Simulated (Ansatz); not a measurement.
## Contact densities of SrTe against volume

```
Sr Te
1.0
     0.00000    3.35584    3.35584
     3.35584    0.00000    3.35584
     3.35584    3.35584    0.00000
Sr Te
1 1
Direct
  0.00000 0.00000 0.00000
  0.50000 0.50000 0.50000
```

Atoms are numbered in the order listed.

Structure from Materials Project entry mp-1958 (possibly hypothetical), not relaxed further.

Spin–orbit coupling is left out, though it moves levels of the heavy atoms by tenths of an eV or more.

Method: Ansatz 0.2.0, DFT, PBE, all-electron PAW with datasets made for the crystal, scalar-relativistic.

Numerical set-up: a Γ-centred 7×7×7 k mesh, Fermi–Dirac smearing of 0.01 eV, cutoff 240 eV (chosen by the program for this cell), no spin polarisation.

The contact density is the mean electron density over the nuclear volume; its changes set Mössbauer isomer shifts. Changes below are taken from the unscaled cell, where it is 401136 e/Å³ at Sr1, 1.46854e+06 e/Å³ at Te2.

| V/V(cell) | P (GPa) | Δρ(0) Sr1 (e/Å³) | Δρ(0) Te2 (e/Å³) |
| --- | --- | --- | --- |
| 0.9405 | 2.4 | ? | ? |
| 1.0000 | 0.1 | 0.00 | 0.00 |
| 1.0600 | -1.6 | ? | 1.49 |

Question: Fill in "Δρ(0) Sr1 (e/Å³)" for the row "1.0600".

Answer: -0.39.

Question: What belongs in the row "0.9405", column "Δρ(0) Sr1 (e/Å³)"?

Answer: 0.45.

Question: Give the missing entry: row "0.9405", column "Δρ(0) Te2 (e/Å³)".

Answer: -1.26.

The datasets are made afresh for each cell, so very small changes are uncertain. Scalar relativity leaves out the p1/2 density at heavy nuclei.
